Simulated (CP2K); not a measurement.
Runs of CP2K 2026.2 on ZnS (Wurtzite-2H). It takes space group P6_3mc (No. 186, hexagonal). Conventional cell: a = 3.811 Å, b = 3.811 Å, c = 6.234 Å, α = 90.00°, β = 90.00°, γ = 120.00°. Zn (site symmetry 3m) is surrounded by 4 S at 2.31 to 2.40 Å. S (site symmetry 3m) is surrounded by 4 Zn at 2.31 to 2.40 Å. 

| task | level | potentials or basis | cell | k mesh | smearing | EPS_DEFAULT | MIXING BETA (1/bohr) | NGRIDS | REL_CUTOFF (Ry) | EXTRAPOLATION | gap on the mesh (eV) | pressure (GPa) | largest force (eV/Å) |
| --- | --- | --- | --- | --- | --- | --- | --- | --- | --- | --- | --- | --- | --- |
| band structure | TB-mBJ | POTENTIAL_UZH Zn GTH-PBE-q12, S GTH-PBE-q6; TZVP-MOLOPT-PBE-GTH basis | as given | 8 × 8 × 5 | fermi-dirac 0.1 eV | 1.0E-9 | 1.5 1/bohr | 4 | 60 Ry | - | 1.94 | - | - |
| band structure | PBEsol | POTENTIAL_UZH Zn GTH-PBE-q12, S GTH-PBE-q6; TZVP-MOLOPT-PBE-GTH basis | as given | 8 × 8 × 5 | fermi-dirac 0.1 eV | 1.0E-10 | 1.5 1/bohr | 4 | 60 Ry | - | (a) | -0.6 | - |
| band structure | LDA | GTH_POTENTIALS Zn GTH-PADE-q12, S GTH-PADE-q6; TZVP-MOLOPT-PBE-GTH basis | as given | 8 × 8 × 5 | fermi-dirac 0.05 eV | 1.0E-10 | 1.5 1/bohr | 5 | 60 Ry | - | 1.93 | -3.7 | 0.31 |
| band structure | LDA | GTH_POTENTIALS Zn GTH-PADE-q12, S GTH-PADE-q6; TZVP-MOLOPT-PBE-GTH basis | as given | 8 × 8 × 5 | fermi-dirac 0.05 eV | 1.0E-9 | 1.5 1/bohr | 5 | 60 Ry | - | 1.93 | -3.7 | 0.31 |
| band structure | PBE | POTENTIAL_UZH Zn GTH-PBE-q12, S GTH-PBE-q6; TZVP-MOLOPT-PBE-GTH basis | as given | 8 × 8 × 5 | fermi-dirac 0.05 eV | 1.0E-10 | 1.5 1/bohr | 4 | 60 Ry | - | 2.21 | 2.8 | - |
| band structure | PBE | POTENTIAL_UZH Zn GTH-PBE-q12, S GTH-PBE-q6; TZVP-MOLOPT-PBE-GTH basis | as given | 8 × 8 × 5 | fermi-dirac 0.01 eV | 1.0E-9 | 1.5 1/bohr | 5 | 60 Ry | - | 2.21 | 2.8 | - |
| single point | PBE | POTENTIAL_UZH Zn GTH-PBE-q12, S GTH-PBE-q6; TZVP-MOLOPT-PBE-GTH basis | as given | 8 × 8 × 5 | fermi-dirac 0.05 eV | 1.0E-10 | 1.5 1/bohr | 4 | 60 Ry | - | 2.21 | 2.8 | - |

Alike in all rows: no spin polarisation.

Problem. Fill in the values left out.

Solution. (a) 2.03.

Caveats: the basis of atomic orbitals isn't converged, which shifts pressures, moduli and gaps; the forces don't sum to zero, a sign of grid noise (some runs); the potentials were made for another functional, which shifts forces and pressure (some runs); this is a model potential without an energy functional, so only levels have meaning (some runs); an odd mesh through Γ misses points on the zone boundary, where band edges often lie (some runs).

Not every run made on this cell is shown here.
